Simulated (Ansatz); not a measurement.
# InSe: the cost of one run

Method: DFT PBE+D3(BJ), scalar-relativistic, plane waves, PAW, in Ansatz 0.2.0.

A COD entry behind a cell of this session may itself be a prediction, so a difference from it is no test against experiment.

22 further runs of the same task are left out: 1 that didn't finish, 21 set aside as unsound or not needed.

**1. The structure to begin with**

It takes space group P-6m2 (No. 187, hexagonal). Conventional cell: a = 3.892 Å, b = 3.892 Å, c = 36.720 Å, α = 90.00°, β = 90.00°, γ = 120.00°. Se (site symmetry 3m) has 3 In at 2.57 Å as nearest neighbours. In (site symmetry 3m) is surrounded by 3 Se at 2.57 Å and 1 In at 2.67 Å.

Structure file:

```
CELL_PARAMETERS angstrom
3.89200 0.00000 0.00000
-1.94600 3.37057 0.00000
0.00000 0.00000 36.71996
ATOMIC_POSITIONS crystal
Se 0.00000 0.00000 0.42983
In 0.66667 0.33333 0.46358
In 0.66667 0.33333 0.53639
Se 0.00000 0.00000 0.57014
```

This is the geometry of the first run shown, built on a cell relaxed beforehand with the same method.

**2. What is varied**

Atoms count from 1 in the order of the input.

The lattice constant and the thickness of a sheet are varied, nothing relaxed.

The axes are (1) lattice constant a of the sheet (both vectors scaled alike): 7 values from 3.825 to 4.228 Å; (2) thickness: height of Se4 above Se1, all heights scaled alike: 7 values from 5.035 to 5.735 Å.

Nothing else is relaxed. Points are written as (first, second).

**3. The run at (3.892 Å, 5.152 Å)**

The sheet is isolated along c: the input cuts the Coulomb interaction between periodic copies.

input.yaml

```yaml
crystal:
  lattice:
    - [3.892, 0.0, 0.0]
    - [-1.946, 3.3705708715, 0.0]
    - [0.0, 0.0, 36.7199571806]
  atoms:
    - { symbol: Se, position: [0.0, 0.0, 0.429833532] }
    - { symbol: In, position: [0.6666666667, 0.3333333333, 0.4635837234] }
    - { symbol: In, position: [0.6666666667, 0.3333333333, 0.5363885708] }
    - { symbol: Se, position: [0.0, 0.0, 0.5701387065] }
  periodic: [true, true, false]
basis:
  ecutwfc: 420
kpoints:
  mp_grid: { grid: [9, 9, 1] }
hamiltonian:
  xc: pbe
  pseudopotentials: { kind: paw, azcp: { folder: soft_1 } }
  dispersion: d3bj
scf:
  occupations: { method: gaussian, width: 0.02 }
output:
  forces: true
  stress: true
  eigenvalues: true
```

Command:

```sh
ansatz run input.yaml --threads 2 --pin off --max-ram 6144MiB --backend cpu --events-out ev --progress --plain --runs-dir out
```

**Question.** How long does this run take on 2 threads of Arm Neoverse N1, shared host, and how much memory does it need?

About 20 s, with a peak of 0.64 GiB.
